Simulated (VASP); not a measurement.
Set up this calculation in VASP 6.6.1, as the native input.

```
Task                   : work function
Functional             : PBE
Potentials or basis    : VASP PAW PBE potentials, release 64 (Nb_sv)
Cutoff                 : 520 eV
k mesh                 : 12 × 12 × 1
Occupations            : methfessel-paxton, width 0.1 eV
Spin                   : no spin polarisation
Dipole correction      : yes
Further INCAR settings : ALGO = Fast; EDIFF = 1e-06
```

The structure of Nb lies in POSCAR:

```
Nb                                      
1.0
    2.8655568500      0.0000000000      0.0000000000
   -0.9551856200      2.7016728600      0.0000000000
    0.0000000000      0.0000000000     28.2800156200
  Nb            
     4
Selective dynamics
Direct
     0.0000000000000000    0.0000000000000000    0.3758993900000007   F   F   F
     0.5000000000000000    0.5000000000000000    0.4545864421368312   T   T   T
     0.0000000000000000    0.0000000000000000    0.5379618451563822   T   T   T
     0.5000000000000000    0.5000000000000000    0.6166982038576452   T   T   T
```

The cell was built by a generator and needn't be a form met in nature.

One way to write it, as run:

INCAR

```
SYSTEM = Nb
PREC = Accurate
ENCUT = 520
EDIFF = 1E-6
ISMEAR = 1
SIGMA = 0.1
LREAL = .False.
LASPH = .True.
NELM = 60
ALGO = Fast
ISIF = 2
LWAVE = .False.
LCHARG = .True.
LDIPOL = .True.
IDIPOL = 3
DIPOL = 0.5 0.5 0.500
GGA = PE
LELF = .True.
LVHAR = .True.
LVACPOTAV = .True.
```

KPOINTS

```
regular mesh
0
Gamma
  12 12 1
  0 0 0
```

Potentials or basis: VASP PAW PBE potentials, release 64 (Nb_sv).

Launch:

```sh
$ cat potpaw_PBE.64/Nb_sv/POTCAR > POTCAR
$ mpirun -np 1 vasp_std > vasp.out
```

Results of the run:

```
Largest force                   : 0.006 eV/Å
Band gap on the k mesh          : none (metal or under the smearing width)
Work function of the upper face : 4.49 eV
Work function of the lower face : 4.49 eV
```

Wall time 25 min on 1 thread of Intel(R) Xeon(R) Platinum 8175M CPU @ 2.50GHz (Skylake/Cascade Lake), on a shared host, peak memory 0.47 GiB.
